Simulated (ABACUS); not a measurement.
A run of ABACUS 3.10.1 is set up as follows.

INPUT

```
INPUT_PARAMETERS
suffix              Os
calculation         scf
basis_type          pw
pseudo_dir          ./
symmetry            1
dft_functional      pz
ecutwfc             40
pseudo_rcut         10
nspin               1
nbands              26
ks_solver           dav
smearing_method     fd
smearing_sigma      0.00367493
scf_thr             1e-08
scf_nmax            100
mixing_type         broyden
mixing_beta         0.7
cal_force           1
cal_stress          1
ecutrho             320
out_chg             1
kpar                4
```

STRU

```
ATOMIC_SPECIES
Os 190.2300 os_lda_v1.2.uspp.F.UPF

LATTICE_CONSTANT
1.8897261246

LATTICE_VECTORS
2.7341000000 0.0000000000 0.0000000000
-1.3670500000 2.3678000565 0.0000000000
0.0000000000 0.0000000000 4.3197000000

ATOMIC_POSITIONS
Cartesian

Os
0.0
2
1.3670500001 0.7892666854 3.2397750000 1 1 1
-0.0000000001 1.5785333711 1.0799250000 1 1 1
```

File KPT:

```
K_POINTS
0
Gamma
9 9 5 0 0 0
```

Potentials or basis: GBRV ultrasoft 1.5 LDA, plane waves.

Launch:

```sh
$ OMP_NUM_THREADS=1 mpirun -np 4 abacus > log
```

(1) What does it give for the band gap on the k mesh?

(2) Predict the pressure.

Answers

(1) none (metal or under the smearing width).

(2) -9.1 GPa.
